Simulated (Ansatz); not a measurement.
Here is the system:

Ti₃SiC₂ (MAX-312 type, space group P6_3/mmc)

```
CELL_PARAMETERS angstrom
      3.07276     0.00000     0.00000
     -1.53638     2.66109     0.00000
      0.00000     0.00000    17.72285
ATOMIC_POSITIONS crystal
  Ti 0.00000 0.00000 0.00000
  Ti 0.00000 0.00000 0.50000
  Ti 0.33333 0.66667 0.13489
  Ti 0.66667 0.33333 0.63489
  Ti 0.66667 0.33333 0.86511
  Ti 0.33333 0.66667 0.36511
  Si 0.00000 0.00000 0.25000
  Si 0.00000 0.00000 0.75000
  C  0.33333 0.66667 0.57233
  C  0.66667 0.33333 0.07233
  C  0.66667 0.33333 0.42767
  C  0.33333 0.66667 0.92767
```

Equation-of-state scan: isotropic scaling of the cell above, V₀ being its volume. The atoms relax within the cell's symmetry.

All values below come from PBE (plane waves to 420 eV, PAW, scalar-relativistic; Ansatz, an electronic-structure program). k mesh 14×14×3 (Γ-centred), Fermi-Dirac smearing 0.05 eV. Energies are smeared free energies. Compression counts positive. With the shape held, the modulus is that of even scaling; a crystal free to change shape is softer. Ti3SiC2 is run without spin polarisation. Ti3SiC2 was relaxed with its symmetry unable to fall. ΔE is measured from the relaxed starting cell.

The scan covers V/V₀ from 0.940 to 1.060 in 9 points.

Problem. What bulk modulus at fixed cell shape B₀ follows from a third-order Birch-Murnaghan fit?

Solution. 184 GPa.

Problem. What is the fitted pressure derivative B₀′?

Solution. 4.4.

(Under strain, the slope of the energy per volume gives the stress and its curvature an elastic modulus.)
